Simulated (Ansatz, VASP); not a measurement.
## Si: VASP beside Ansatz

Contents of INCAR:

```
SYSTEM = Si
PREC = Accurate
ENCUT = 520
EDIFF = 1E-8
ISMEAR = -1
SIGMA = 0.08
LREAL = .FALSE.
LASPH = .TRUE.
NELM = 80
ALGO = Normal
ISIF = 2
LWAVE = .FALSE.
LCHARG = .FALSE.
LEFG = .TRUE.
NBANDS = 11
```

File KPOINTS:

```
Automatic mesh
0
G
  11 11 11
  0 0 0
```

Contents of POSCAR:

```
Si
1.0
    0.0000000000      2.6972448200      2.6972448200
    2.6972448200      0.0000000000      2.6972448200
    2.6972448200      2.6972448200      0.0000000000
Si
2
Direct
    0.5000000000      0.5000000000      0.5000000000
    0.7500000000      0.7500000000      0.7500000000
```

Input for Ansatz:

```yaml
crystal:
  lattice:
    - [0.0, 2.69724482, 2.69724482]
    - [2.69724482, 0.0, 2.69724482]
    - [2.69724482, 2.69724482, 0.0]
  atoms:
    - { symbol: Si, position: [0.5, 0.5, 0.5] }
    - { symbol: Si, position: [0.75, 0.75, 0.75] }
kpoints:
  mp_grid: { grid: [11, 11, 11] }
scf:
  occupations: { method: fermi_dirac, width: 0.08 }
hamiltonian:
  xc: lda
  pseudopotentials: { kind: all_electron, datasets: crystal }
output:
  forces: true
  stress: true
  eigenvalues: true
  efg: { contact_densities: true }
```

Change from the starting cell: volume scaled by 0.98, crystal datasets.

Alike in both runs: task electric field gradients; functional LDA; k mesh 11 × 11 × 11; occupations fermi-dirac, width 0.08 eV; no spin polarisation.

|  | VASP | Ansatz |
| --- | --- | --- |
| version | VASP 6.6.1 | Ansatz 0.2.0 |
| potentials or method | VASP PAW LDA potentials, release 64 (Si) | all-electron PAW with datasets made for the crystal, scalar-relativistic |
| plane-wave cutoff (eV) | 520 | see its input |

VASP gave:

```
pressure (GPa)                                                 : 0.4
Vzz of the field gradient on the site that differs most (V/Å²) : 0.0
```

Question: Which values does Ansatz return?

Answer: Pressure (GPa): 0.3; Vzz of the field gradient on the site that differs most (V/Å²): 0.0.

Ansatz ran all-electron here, so the differences hold the error of VASP's frozen core and of both bases.

Caveats: an odd mesh through Γ misses points on the zone boundary, where band edges often lie.
